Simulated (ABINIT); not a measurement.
Input of an ABINIT 10.8.3 (patched build) run:

run.abi

```
# Pseudopotentials
pp_dirpath "./"
pseudos "Zn.GGA_PBE-JTH.xml"

# Structure
acell 5.0455687528 5.0455687527 9.3843799349
rprim
     1.0000000000     0.0000000000     0.0000000000
    -0.5000000000     0.8660254038     0.0000000000
     0.0000000000     0.0000000000     1.0000000000
ntypat 1
znucl 30
natom 2
typat 1 1
xred
     0.6666666667     0.3333333333     0.7500000000
     0.3333333333     0.6666666667     0.2500000000
chkprim 0
chksymtnons 0
tolsym 1.0e-6

# Plane-wave basis
ecut 598.650497 eV
pawecutdg 44.0
pawxcdev 0

# k points
kptopt 1
ngkpt 11 11 6
nshiftk 1
shiftk 0.0 0.0 0.0

# Exchange and correlation
ixc -116133

# Bands and occupations
nband 16
occopt 3
tsmear 0.05 eV

# SCF cycle
nstep 100
tolvrs 1.0e-9

# Output
iomode 3
prtwf 0
prtden 0
prteig 0
prtebands 0

# Relaxation
ionmov 2
ntime 60
tolmxf 0.0005
optcell 2
dilatmx 1.08
ecutsm 0.5
```

Potentials or basis: JTH PAW PBE v2.0.

Command:

```console
$ abinit run.abi > log 2>&1
```

Question: Predict the space group after relaxing (to 0.05 Å).

Answer: P6_3/mmc (No. 194).

Question: Predict the band gap on the k mesh.

Answer: None (metal or under the smearing width).

Question: Estimate the relaxed cell.

Answer: a = 2.640 Å, b = 2.640 Å, c = 4.636 Å, α = 90.00°, β = 90.00°, γ = 120.00°.

The path:
| step | energy change (eV) | largest force (eV/Å) | pressure (GPa) | volume (Å³) |
| --- | --- | --- | --- | --- |
| 1 | 0.0000 | 0.0000 | -5.75 | 30.66 |
| 2 | -0.0174 | 0.0000 | -4.61 | 30.12 |
| 3 | -0.0435 | 0.0000 | 0.78 | 28.19 |
| 4 | -0.0448 | 0.0000 | -0.03 | 28.40 |
| 5 | -0.0465 | 0.0000 | -0.50 | 28.50 |
| 6 | -0.0204 | 0.0000 | -4.85 | 29.68 |
| 7 | -0.0519 | 0.0000 | -2.24 | 28.74 |
| 8 | -0.0512 | 0.0000 | -0.17 | 28.29 |
| 9 | -0.0553 | 0.0000 | -1.16 | 28.43 |
| 10 | -0.0563 | 0.0000 | -0.96 | 28.33 |
| 11 | -0.0573 | 0.0000 | -0.22 | 28.06 |
| 12 | -0.0574 | 0.0000 | 0.00 | 27.98 |

Caveat: the PAW data sets were made with another functional, which shifts forces and pressure a little.
